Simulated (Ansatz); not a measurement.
Rows from a G0W0 calculation on Ca on the K site (charge +1) in KF (32-atom cell) (Ansatz 0.2.0; G0W0 on LDA, plane waves, PAW; PAW set soft_1; 2×2×2 mesh, 726 empty bands, screening to 90 eV, PAW set soft_1 files), in eV. Spin-orbit coupling is left out.

```tsv
row	Σx	Σc	Vxc	Z
A	-30.18	5.52	-22.67	0.78
B	-5.97	-2.99	-11.07	0.88
C	-4.12	-3.13	-9.63	0.89
D	-30.15	5.51	-22.65	0.78
E	-4.92	-2.97	-9.61	0.89
F	-30.51	5.58	-22.95	0.78
```

**Question.** Which rows are filled states and which are empty ones, and how can one tell?

Filled: A, D and F. Empty: B, C and E. The sign of Σc tells: for a filled state bare exchange, which holds its interaction with itself, lies below Vxc (Σx − Vxc is -7.5 eV or lower here) and screening gives part back as a positive Σc. For an empty state Σx lies above Vxc (+4.7 eV or more) and the Coulomb hole leaves Σc negative.

[Paths, hosts, dates, memory and timing lines, banners, echoed tables and standing remarks are left out of the program output.]

[Logs are printed without paths, hosts, clocks, repeated set-up lines and the standing remarks that a program may print on its own settings, such as how far it seeks lower states.]

[Runs of the session that timed out or met a known fault of the program may be left out.]

[Cells called generated may have been cut or substituted from an entry of the Crystallography Open Database or the Materials Project.]

[Hosts, paths, dates, database ids (printed as entryN), source tags and the programs' standing remarks are cut or masked in the printed files.]
